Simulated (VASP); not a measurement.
## A VASP 6.6.1 single-point calculation on PbS

INCAR

```
NBANDS = 17
ENCUT = 520
ISIF = 2
SIGMA = 0.02
TIME = 0.4
LCHARG = .FALSE.
METAGGA = SCAN
EDIFF = 1E-7
LREAL = .FALSE.
LASPH = .TRUE.
NELM = 70
ALGO = Damped
PREC = Accurate
LWAVE = .FALSE.
IBRION = -1
ISMEAR = -1
NSW = 0
```

KPOINTS

```
KPOINTS created by Atomic Simulation Environment
0
Gamma
8 8 8
0 0 0
```

POSCAR

```
Pb S
 1.0000000000000000
     2.1005109572676153    1.2127305665503221    3.4301898176962839
    -2.1005109572676153    1.2127305665503221    3.4301898176962839
     0.0000000000000000   -2.4254611332923268    3.4301898176285164
 Pb  S
   1   1
Cartesian
  0.0000000000000000 -0.0000000001874929 10.0656554322252081
 -0.0000000000000000 -0.0000000000915203  4.9133111500496573
```

The recommended PBE PAW datasets give the neutral cell 20 valence electrons.

Command

```
mpirun -np 1 vasp_std
```

Task: How does this run end, and what does it give?

Result: It converged. Results: gap between bands v and c on the k mesh 0.60 eV; least direct gap on the k mesh 0.60 eV; pressure 0.4 GPa. Band v is the last that the valence electrons fill when counted band by band, and c is the next.

OSZICAR

```
N       E                     dE             d eps       ncg     rms           ort
DAV:   1     0.173542179634E+03    0.17354E+03   -0.91170E+03  1105   0.143E+03
DAV:   2    -0.142707363082E+02   -0.18781E+03   -0.18126E+03  1105   0.379E+02
DAV:   3    -0.731123358382E+02   -0.58842E+02   -0.57034E+02  1105   0.228E+02
DAV:   4    -0.870297759104E+02   -0.13917E+02   -0.13762E+02  1105   0.123E+02
DAV:   5    -0.912158700076E+02   -0.41861E+01   -0.41657E+01  1105   0.531E+01
SDA:   6    -0.855521913300E+02    0.56637E+01   -0.19674E+01  1105   0.492E+01   0.000E+00
DMP:   7    -0.859841690252E+02   -0.43198E+00   -0.90948E+00  1105   0.328E+01  -0.264E+01
DMP:   8    -0.864278645637E+02   -0.44370E+00   -0.48047E-01  1105   0.159E+00  -0.103E+00
DMP:   9    -0.864167846436E+02    0.11080E-01   -0.16326E+00  1105   0.480E+00  -0.189E+00
DMP:  10    -0.864732653979E+02   -0.56481E-01   -0.14201E-01  1105   0.798E-01  -0.116E+00
...
DMP:  19    -0.864919040448E+02    0.98356E-05   -0.79406E-05  1105   0.224E-04  -0.677E-05
DMP:  20    -0.864919181849E+02   -0.14140E-04   -0.15072E-05  1105   0.243E-05   0.351E-05
DMP:  21    -0.864919266264E+02   -0.84415E-05   -0.72355E-06  1105   0.261E-05  -0.210E-05
DMP:  22    -0.864919275666E+02   -0.94021E-06   -0.48229E-06  1105   0.908E-06   0.779E-06
DMP:  23    -0.864919260290E+02    0.15376E-05   -0.72444E-07  1105   0.189E-06  -0.215E-07
DMP:  24    -0.864919259011E+02    0.12795E-06   -0.73730E-07  1105   0.178E-06   0.172E-07
DMP:  25    -0.864919269219E+02   -0.10208E-05   -0.21080E-07  1105   0.348E-07   0.469E-07
DMP:  26    -0.864919275760E+02   -0.65416E-06   -0.12462E-07  1105   0.288E-07   0.623E-08
DMP:  27    -0.864919275910E+02   -0.14923E-07   -0.67486E-08  1105   0.106E-07   0.164E-07
   1 F= -.86491928E+02 E0= -.86491928E+02  d E =-.318281E-08
```

For comparison, a separate PBE run of the intended cell, on usual settings and not on those above, gives a gap of 0.38 eV on its mesh and a pressure of 1.9 GPa.
